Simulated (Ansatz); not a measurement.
# CuCl2 under changes of volume

One of the cells (29.413 Å³/atom); the others are scaled copies at fixed shape and fractional positions:

```
Cu Cl
1.0
     4.52065    0.00000    0.00000
     0.00000    4.52065    0.00000
     0.00000    0.00000    4.31771
Cu Cl
1 2
Direct
  0.00000 0.00000 0.00000
  0.00000 0.50000 0.00000
  0.50000 0.00000 0.00000
```

Measurements of this composition are mostly on another form, of space group No. 12.

```yaml
Program: Ansatz 0.2.0
Functional: r2SCAN
Potentials_or_basis: Ansatz PAW
Cutoff: "500 eV (not typed: the program's choice for these potentials)"
k_mesh: 6 × 6 × 6
Occupations: fermi-dirac, width 0.05 eV
Spin: no spin polarisation
```

| volume (Å³/atom) | energy over the lowest point (meV/atom) | pressure (GPa) |
| --- | --- | --- |
| 27.648 | ? | ? |
| 28.236 | 1.18 | 0.8 |
| 28.824 | 0.00 | -0.1 |
| 29.413 | 1.70 | -0.8 |
| 30.001 | 5.96 | -1.5 |
| 30.589 | 12.48 | -2.0 |
| 31.177 | 21.01 | -2.5 |

Task: What does the run at 27.648 Å³/atom give?

Result: Energy over the lowest point 5.60 meV/atom; pressure 1.7 GPa.

Worked out: A Birch-Murnaghan fit of order 3 (a polynomial in V^(-2/3)) to the other rows has its minimum at 28.76 Å³/atom with B0 = V·E''(V) = 39 GPa and B' = 4.9 at fixed shape and positions, which overstates the stiffness. It gives 5.61 meV/atom at 27.648 Å³/atom, against the run's 5.60, and -dE/dV = 1.7 GPa, against 1.7.

Energies are extrapolated to zero smearing.

Caveats: an odd number of electrons without spin polarisation forces a metal; a magnetic or distorted state may lie lower; the run has no spin polarisation, though such a crystal can be magnetic; the PAW data sets come from PBE, with cores solved anew for the run's functional, which leaves a small shift of forces and pressure.
